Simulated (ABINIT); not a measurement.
The system is AlNi3.

```
CELL_PARAMETERS angstrom
3.52305 0.00000 0.00000
0.00000 3.52305 0.00000
0.00000 0.00000 3.52305
ATOMIC_POSITIONS crystal
Ni 0.50000 0.50000 0.00000
Ni 0.50000 0.00000 0.50000
Ni 0.00000 0.50000 0.50000
Al 0.00000 0.00000 0.00000
```

The cell is a database's computed one.

Base run:

| Property | Result |
| --- | --- |
| Program | ABINIT 10.8.3 (patched build) |
| Functional | LDA |
| Potentials or basis | JTH PAW LDA v2.0 |
| Cutoff | 816 eV |
| k mesh | 5 × 5 × 5 |
| Occupations | fermi-dirac, width 0.05 eV |
| Spin | collinear spin, ferromagnetic start |
| Starting moments | [1.0, 1.0, 1.0, 0.0] μB |

Its results: band gap on the k mesh none (metal or under the smearing width); net moment 0.08 μB per cell; site moments Ni +0.03; Al -0.00 μB.

Problem. The run is repeated on the same cell with these changes: k mesh from 5 × 5 × 5 to 3 × 3 × 3. What comes out?

Solution. Band gap on the k mesh none (metal or under the smearing width); net moment 0.18 μB per cell; site moments Ni +0.07; Al -0.00 μB.

Caveats: some runs use coarse meshes; small starting moments can end in a higher magnetic state in this program.
